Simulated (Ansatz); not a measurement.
Space group C2/c (No. 15). a = 2.741 Å, b = 7.926 Å, c = 3.307 Å, α = 90.00°, β = 94.09°, γ = 90.00°
| atom | site | symmetry | x | y | z |
| --- | --- | --- | --- | --- | --- |
| Ga | 4e | 2 | 0.5000 | 0.6338 | 0.2500 |

Equation of state of this Ga structure (not necessarily the ground state), with shape and atoms relaxed at each volume where symmetry leaves them free. It has no gap at any of these volumes. Level of theory: DFT PBEsol, scalar-relativistic, plane waves, PAW in Ansatz 0.2.0.

Plane waves to 420 eV, a k mesh through Γ of 16×16×12 on the computed 2-atom cell and Gaussian smearing (0.10 eV); no spin polarisation.

| V (Å³/atom) | E − E(largest V) (meV/atom) | P (GPa) |
| --- | --- | --- |
| 16.840 | 3.22 | 4.48 |
| 17.378 | -7.54 | 2.04 |
| 17.915 | -10.78 | 0.00 |
| 18.453 | -7.83 | -1.68 |
| 18.990 | 0.00 | -3.04 |

Problem. Fit a third-order Birch–Murnaghan equation to E(V).

Solution. V0 = 17.91 Å³/atom, B0 = 61 GPa, B0' = 6.2.

This form isn't the element's structure at ambient conditions.

Cost: 5 runs of about 11 core-minutes in all, on Arm Neoverse V2 (shared hosts).